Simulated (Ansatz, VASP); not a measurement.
**CdSe (Cadmoselite): VASP beside Ansatz**

```
CELL_PARAMETERS angstrom
4.30198 0.00000 0.00000
-2.15099 3.72563 0.00000
0.00000 0.00000 7.01965
ATOMIC_POSITIONS crystal
Cd 0.33333 0.66667 0.00465
Cd 0.66667 0.33333 0.50465
Se 0.33333 0.66667 0.38035
Se 0.66667 0.33333 0.88035
```

Alike in both runs: functional PBEsol; k mesh 6 × 6 × 4; no spin polarisation.

Ansatz relaxed the structure, and its values are those at the end. VASP's run is a single point on that final structure, the one shown.

|  | VASP | Ansatz |
| --- | --- | --- |
| version | VASP 6.6.1 | Ansatz 0.2.0 |
| potentials or method | VASP PAW PBE potentials, release 64 (Cd, Se) | PAW with Ansatz's default frozen-core files, scalar-relativistic |
| plane-wave cutoff (eV) | 520 | 420 |
| occupations | gaussian, width 0.01 eV | fixed |
| valence electrons in the cell | 36 | 72 |

|  | VASP | Ansatz | Ansatz less VASP |
| --- | --- | --- | --- |
| gap on the k mesh at the Fermi level (eV) | 0.54 | 0.54 | -0.001 |
| pressure (GPa) | 0.4 | 0.0 | -0.34 |

The two sets of potentials don't hold the same shells in valence.

Caveats: the PAW data sets were made with another functional, which shifts forces and pressure a little (VASP).
